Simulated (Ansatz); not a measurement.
Abridged output of a molecular run in Ansatz:

```
Functional definition: HF
1096 factors; integrals over basis functions are off by at most 1.2e-3 eV
mean field evaluation 1: about -6093.6832 eV, gradient 4.6e1 eV
mean field evaluation 2: about -6093.6869 eV, gradient 4.6e1 eV
mean field evaluation 4: about -6097.7690 eV, gradient 4.7e0 eV
mean field evaluation 8: about -6097.8302 eV, gradient 3.7e-1 eV
mean field evaluation 16: about -6097.7649 eV, gradient 4.7e0 eV
mean field -6097.83133170 eV, -224.0911681814 hartree, gradient 5.7e-6 eV, S^2 0.000000; 0 other end points of the search recorded, 0 dependent functions left out
4 core orbitals not correlated: weight in the atoms' cores, before any rotation towards them, 1.000 or more for the frozen orbitals, at most 0.000 for the correlated occupied ones
reference -6097.83133170 eV, -224.0911681814 hartree; 12, 12 occupied and 164, 164 virtual orbitals, 1096 factors
second order -21.94172984 eV of doubles, -0.00000000 eV of singles
cycle   1  -21.70544625 eV  change    2.4e-1 eV  update   1.0e-1
cycle   2  -22.20398366 eV  change   -5.0e-1 eV  update   3.2e-2
cycle   3  -22.33105262 eV  change   -1.3e-1 eV  update   1.6e-2
cycle   4  -22.31955350 eV  change    1.1e-2 eV  update   4.3e-3
cycle   5  -22.31577033 eV  change    3.8e-3 eV  update   1.8e-3
cycle   6  -22.31649820 eV  change   -7.3e-4 eV  update   5.9e-4
cycle   7  -22.31621288 eV  change    2.9e-4 eV  update   2.2e-4
cycle   8  -22.31607722 eV  change    1.4e-4 eV  update   9.4e-5
cycle   9  -22.31611227 eV  change   -3.5e-5 eV  update   4.6e-5
cycle  10  -22.31612491 eV  change   -1.3e-5 eV  update   1.9e-5
perturbative correction -0.92235033 eV, -0.0338957496 hartree
Total energy: -6121.06980695 eV, -224.9451663951 hartree
```

Its atoms:

```xyz
8

N    -1.164   -0.200    0.012
C     0.047    0.366    0.343
N     1.118   -0.156   -0.345
O     0.159    1.246    1.168
H    -1.954    0.313    0.364
H    -1.277   -0.578   -0.913
H     2.009    0.115    0.037
H     1.062   -1.107   -0.666
```

Which basis set was used?
A. cc-pV(Q+d)Z
B. cc-pV(D+d)Z
C. def2-SVPD
D. def2-TZVPP

D. It gives 180 functions.

Write the keys of the input that set method, charge and spin (a neutral closed shell needs none for the last two).


```yaml
correlation: {method: ccsd_t}
```
